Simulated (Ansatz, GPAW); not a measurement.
The band gap of InSe, sorted by core time

```xyz
4
Lattice="2.0000 1.1547 8.4400 -2.0000 1.1547 8.4400 0.0000 -2.3094 8.4400" Properties=species:S:1:pos:R:3 pbc="T T T"
In    0.0000    0.0000   22.4994
In    0.0000    0.0000    0.0000
Se    0.0000    0.0000    4.3525
Se    0.0000    0.0000    9.7102
```

| rung | level | program and potentials | cutoff (eV) | k mesh | smearing | task | spin | core time | chip | band gap (eV) | notes |
| --- | --- | --- | --- | --- | --- | --- | --- | --- | --- | --- | --- |
| LDA | LDA | Ansatz, Ansatz PAW | 420 | 8 × 8 × 8 | fermi-dirac 0.05 | band structure | off | 65 s | Arm Neoverse V2 | 0.22 | potentials made for PBE, which Ansatz adapts in part; 14.5 valence electrons an atom on average |
| GGA | PBEsol | Ansatz, Ansatz PAW | 420 | 8 × 8 × 8 | fermi-dirac 0.05 | band structure | off | 68 s | Arm Neoverse V2 | 0.34 | potentials made for PBE, which Ansatz adapts in part; 14.5 valence electrons an atom on average |
| GGA | BLYP | Ansatz, Ansatz PAW | 420 | 8 × 8 × 8 | fermi-dirac 0.05 | band structure | off | 80 s | Intel Xeon Skylake/Cascade Lake | 0.37 | potentials made for PBE, which Ansatz adapts in part; 14.5 valence electrons an atom on average |
| meta-GGA | r2SCAN | Ansatz, Ansatz PAW | 500 | 8 × 8 × 8 | fermi-dirac 0.05 | band structure | off | 1.7 min | Arm Neoverse V2 | 0.87 | potentials made for PBE, which Ansatz adapts in part; 14.5 valence electrons an atom on average |
| G0W0 | G0W0 on PBEsol | Ansatz, Ansatz PAW | 420 | 4 × 4 × 4 | fixed | G0W0 quasiparticle levels | off | 2.3 min | AMD EPYC 7R13 Zen 3 | 0.92 | coarse mesh; bands, basis or mesh of the many-body step not converged; potentials made for PBE, which Ansatz adapts in part; 14.5 valence electrons an atom on average; response cutoff 220 eV, empty bands 866 |
| meta-GGA | m-r2SCAN | Ansatz, Ansatz PAW | 500 | 8 × 8 × 8 | fermi-dirac 0.05 | band structure | off | 2.7 min | Arm Neoverse V1 | 0.87 | potentials made for PBE, which Ansatz adapts in part; 14.5 valence electrons an atom on average |
| GGA | PBEsol | Ansatz, Ansatz PAW | 420 | 8 × 8 × 8 | fermi-dirac 0.05 | band structure | SOC, no magnetisation | 5.5 min | Arm Neoverse V2 | 0.32 | potentials made for PBE, which Ansatz adapts in part; 14.5 valence electrons an atom on average |
| hybrid | HSE06 | Ansatz, Ansatz PAW | 420 | 6 × 6 × 6 | fermi-dirac 0.05 | band structure | off | 8.3 min | AMD EPYC 7R13 Zen 3 | 1.18 | potentials made for PBE, which Ansatz adapts in part; 14.5 valence electrons an atom on average |
| meta-GGA | r2SCAN | GPAW, GPAW PAW data sets (gpaw-data 1.2.1) | 600 | 5 × 5 × 5 | fermi-dirac 0.05 | band structure | off | 23 min | Intel Xeon 6975P-C Granite Rapids | 0.85 | potentials made for PBE; 9.5 valence electrons an atom on average; from the band path |
| hybrid | PBE0 | Ansatz, Ansatz PAW | 420 | 4 × 4 × 4 | fermi-dirac 0.05 | band structure | off | 47 min | Intel Xeon Skylake/Cascade Lake | 1.78 | coarse mesh; potentials made for PBE, which Ansatz adapts in part; 14.5 valence electrons an atom on average |
| hybrid | r2SCAN50 | Ansatz, Ansatz PAW | 500 | 4 × 4 × 4 | fermi-dirac 0.05 | band structure | off | 69 min | Intel Xeon Skylake/Cascade Lake | 3.33 | coarse mesh; potentials made for PBE, which Ansatz adapts in part; 14.5 valence electrons an atom on average |

Times are single runs on shared hosts and different chips, so they are rough; meshes, cutoffs and the tasks' sizes weigh on the time. Gaps are the least found on the k mesh or the band path, and a mesh can miss the band edges. m-r2SCAN is the variant of Desmarais and co-workers (2025). Smearing widths are in eV. The cell comes from a database and isn't always the measured one. Meshes differ between rows, which moves values too. All levels ran on this one cell, unrelaxed unless noted. Meshes are those of the run's cell of 4 atoms unless a note names another. Runs on faulty files, with rough fits or with known faults for this quantity aren't shown. PBE isn't shown for this crystal.

By rung: LDA 0.22; GGA 0.34 to 0.37; GGA with SOC 0.32; meta-GGA 0.85 to 0.87; hybrid 1.18; hybrid on coarse meshes 1.78 to 3.33; G0W0 on coarse settings 0.92 (eV).
